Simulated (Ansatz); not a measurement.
ZnS: ab initio molecular dynamics

These are results of DFT PBEsol, scalar-relativistic, plane waves, PAW (Ansatz 0.2.0), not measurements. Cutoff 420 eV, shifted (0.5, 0.5, 0.5 steps) 2×2×2 k-points, Fermi–Dirac smearing of 0.039 eV. The mesh is coarse. No spin polarisation.

16 atoms, starting at 1.01 times the perfect crystal's volume (space group P6_3mc, the cell as given, not relaxed at this level); constant energy, velocities drawn at 450 K, fixed cell; 38 steps of 6 fs. The run is short and not equilibrated. The time step is on the long side.

First frame:

```xyz
16
Lattice="-1.9118 -3.3114 6.2547 -1.9118 -3.3114 -6.2547 7.6473 0.0000 0.0000" Properties=species:S:1:pos:R:3 pbc="T T T"
Zn    5.7355   -1.1038    0.0000
Zn    1.9118   -1.1038    0.0000
Zn    3.8237   -4.4152    0.0000
Zn    0.0000   -4.4152    0.0000
Zn    0.0000   -2.2076    3.1274
Zn    3.8237   -2.2076    3.1274
Zn    0.0000   -2.2076   -3.1274
Zn    3.8237   -2.2076   -3.1274
S     3.8237   -4.4152   -3.8466
S     0.0000   -4.4152   -3.8466
S     3.8237   -4.4152    2.4081
S     0.0000   -4.4152    2.4081
S    -1.9118   -5.5190   -0.7193
S     1.9118   -5.5190   -0.7193
S     0.0000   -2.2076   -0.7193
S     3.8237   -2.2076   -0.7193
```

| Property | Result |
| --- | --- |
| Mean temperature over the second half | 268 K |
| Mean pressure over the second half (kinetic part included) | -1.8 GPa |
| Mean potential energy above the perfect crystal (as given, at volume ratio 1; besides heat the difference comes from the crystal's own forces of up to 0.30 eV/Å and pressure of -1.4 GPa; its own run had another smearing, without effect beside its gap) | 24 meV/atom |
| Drift of the conserved energy over the run | 0.26 meV/atom |
| Mean-square drift of S from first to last step (mean shift of all atoms removed) | 0.01 Å² |
| Mean-square drift of Zn from first to last step (mean shift of all atoms removed) | 0.01 Å² |

Pair distribution functions g(r), second half of the run, up to half the cell's height:

```csv
r (Å),S-Zn
2.05,0.0
2.15,0.2
2.25,5.2
2.35,13.8
2.45,3.6
2.55,0.2
2.65,0.0
2.75,0.0
2.85,0.0
```

Along the run (potential energy from its first value; pressure with the kinetic part):

```csv
t (fs),T (K),ΔE_pot (meV/atom),P (GPa)
0.0,450,0.0,-1.8
6.0,433,2.1,-1.8
12.0,376,9.2,-1.7
18.0,302,18.4,-1.6
24.0,243,25.8,-1.5
30.0,218,28.7,-1.6
36.0,227,27.5,-1.7
42.0,250,24.5,-1.9
48.0,268,22.3,-2.0
54.0,267,22.4,-2.1
60.0,245,25.1,-2.1
66.0,210,29.5,-2.1
72.0,169,34.4,-2.1
78.0,135,38.6,-2.0
84.0,117,40.9,-1.9
90.0,122,40.3,-1.9
96.0,150,36.9,-2.0
102.0,190,31.8,-2.0
108.0,224,27.6,-2.1
114.0,233,26.5,-2.0
120.0,211,29.2,-2.0
126.0,171,34.2,-1.9
132.0,141,38.1,-1.8
138.0,145,37.6,-1.7
144.0,188,32.2,-1.8
150.0,250,24.5,-1.9
156.0,307,17.5,-2.0
162.0,342,13.2,-2.0
168.0,351,12.2,-1.9
174.0,336,14.0,-1.8
180.0,309,17.5,-1.7
186.0,282,20.9,-1.6
192.0,267,22.7,-1.5
198.0,270,22.3,-1.6
204.0,286,20.3,-1.6
210.0,306,17.8,-1.7
216.0,322,15.8,-1.8
222.0,329,14.9,-1.8
228.0,322,15.8,-1.9
```

Cost: 1 run of about 5.8 core-minutes (earlier runs that led there not counted), on Arm Neoverse V2 (shared hosts).